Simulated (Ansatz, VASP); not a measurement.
Given: the input of a run of VASP 6.6.1 on BAs.

File INCAR:

```
SYSTEM = BAs
  PREC = Accurate
  ENCUT = 520
  EDIFF = 1E-6
  ISMEAR = -1
  SIGMA = 0.05
  LREAL = .FALSE.
  LASPH = .TRUE.
  NELM = 60
  ALGO = Normal
  ISIF = 2
  LWAVE = .FALSE.
  LCHARG = .FALSE.
  MAGMOM = 0 0 0 0 0 0
  LORBIT = 11
  LSORBIT = .TRUE.
  GGA_COMPAT = .FALSE.
  METAGGA = R2SCAN
  LMIXTAU = .TRUE.
```

The input KPOINTS:

```
regular mesh
0
G
  7 7 7
  0 0 0
```

The input POSCAR:

```
BAs
1.0
    0.0000000000      2.3885000000      2.3885000000
    2.3885000000      0.0000000000      2.3885000000
    2.3885000000      2.3885000000      0.0000000000
As B
1 1
Direct
    0.7500000000      0.7500000000      0.7500000000
    0.0000000000      0.0000000000      0.0000000000
```

Contents of KPOINTS_OPT:

```
path GXWKGLUWLK,UX
20
line-mode
reciprocal
 0.0000000000  0.0000000000  0.0000000000  G
 0.5000000000  0.0000000000  0.5000000000  X

 0.5000000000  0.0000000000  0.5000000000  X
 0.5000000000  0.2500000000  0.7500000000  W

 0.5000000000  0.2500000000  0.7500000000  W
 0.3750000000  0.3750000000  0.7500000000  K

 0.3750000000  0.3750000000  0.7500000000  K
 0.0000000000  0.0000000000  0.0000000000  G

 0.0000000000  0.0000000000  0.0000000000  G
 0.5000000000  0.5000000000  0.5000000000  L

 0.5000000000  0.5000000000  0.5000000000  L
 0.6250000000  0.2500000000  0.6250000000  U

 0.6250000000  0.2500000000  0.6250000000  U
 0.5000000000  0.2500000000  0.7500000000  W

 0.5000000000  0.2500000000  0.7500000000  W
 0.5000000000  0.5000000000  0.5000000000  L

 0.5000000000  0.5000000000  0.5000000000  L
 0.3750000000  0.3750000000  0.7500000000  K

 0.6250000000  0.2500000000  0.6250000000  U
 0.5000000000  0.0000000000  0.5000000000  X
```

Potentials or basis: VASP PAW PBE potentials, release 64 (As, B).

Command:

```bash
$ cat potpaw_PBE.64/As/POTCAR potpaw_PBE.64/B/POTCAR > POTCAR
$ mpirun -np 1 vasp_ncl > vasp.out
```

Problem. Translate it to Ansatz 0.2.0. Potentials there: Ansatz PAW.

Solution. As run (the cutoff follows the program's own potentials):

input.yaml

```yaml
crystal:
  lattice:
    - [0.0, 2.3885, 2.3885]
    - [2.3885, 0.0, 2.3885]
    - [2.3885, 2.3885, 0.0]
  atoms:
    - { symbol: As, position: [0.75, 0.75, 0.75] }
    - { symbol: B, position: [0.0, 0.0, 0.0] }
hamiltonian:
  xc: r2scan
  pseudopotentials: { kind: paw_fr }
magnetization:
  noncollinear: true
  spin_orbit: true
kpoints:
  mp_grid: { grid: [7, 7, 7] }
  band_path:
    path:
      - [[0.0, 0.0, 0.0], [0.5, 0.0, 0.5], [0.5, 0.25, 0.75], [0.375, 0.375, 0.75], [0.0, 0.0, 0.0], [0.5, 0.5, 0.5], [0.625, 0.25, 0.625], [0.5, 0.25, 0.75], [0.5, 0.5, 0.5], [0.375, 0.375, 0.75]]
      - [[0.625, 0.25, 0.625], [0.5, 0.0, 0.5]]
    npoints: 14
scf:
  occupations: { method: fermi_dirac, width: 0.05 }
  n_extra_bands: 6
output:
  forces: true
  stress: true
  eigenvalues: true
  fatbands: true
```

Potentials or basis: Ansatz PAW.

The run is started by

```bash
$ ansatz run input.yaml --threads 2 --pin off --max-ram 5632MiB --backend cpu --events-out ev --progress --plain --runs-dir out
```

Both were run:

|  | VASP | Ansatz | Ansatz less VASP |
| --- | --- | --- | --- |
| gap on the k mesh at the Fermi level (eV) | 1.33 | 1.33 | +0.001 |
| least direct gap on the mesh (eV) | 3.25 | 3.24 | -0.003 |
| gap along the band path (eV) | 1.30 | 1.30 | +0.001 |
| pressure (GPa) | 0.9 | 0.6 | -0.24 |

The two sets of potentials don't hold the same shells in valence.

Caveats: the PAW data sets were made with another functional, which shifts forces and pressure a little (VASP); the PAW data sets come from PBE, with cores solved anew for the run's functional, which leaves a small shift of forces and pressure (Ansatz).
